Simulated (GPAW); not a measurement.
Crystal: HfN.

```
Hf N
1.0
     0.00000    2.25600    2.25600
     2.25600    0.00000    2.25600
     2.25600    2.25600    0.00000
Hf N
1 1
Direct
  0.00000 0.00000 0.00000
  0.50000 0.50000 0.50000
```

| Property | Result |
| --- | --- |
| Program | GPAW 26.7.0 |
| Task | relaxation of cell and atoms |
| Functional | revPBE |
| Potentials or basis | the program's PAW data sets (release 1.2.1) made for this functional |
| Cutoff | 800 eV |
| Basis | pw |
| k mesh | 10 × 10 × 10 |
| Occupations | fermi-dirac, width 0.05 eV |
| Spin | no spin polarisation |

At the start: pressure 10.6 GPa; volume 11.48 Å³/atom.

Question: How do energy, volume and symmetry change on relaxing?

Answer: Over 4 steps the energy falls by 15.5 meV/atom and the volume is 11.92 Å³/atom (+3.8 %); space group Fm-3m (No. 225, to 0.05 Å).

The path:
```
step  energy change (eV)  largest force (eV/Å)  pressure (GPa)  volume (Å³)
   1              0.0000                0.0000           10.57        22.96
   2             -0.0203                0.0000            5.76        23.34
   3             -0.0308                0.0000            0.24        23.81
   4             -0.0310                0.0000            0.01        23.84
```

Final structure:
```
Hf N
1.0
     0.00000    2.28420    2.28420
     2.28420    0.00000    2.28420
     2.28420    2.28420    0.00000
Hf N
1 1
Direct
  0.00000 0.00000 0.00000
  0.50000 0.50000 0.50000
```

Caveat: later steps reuse the first step's grids.
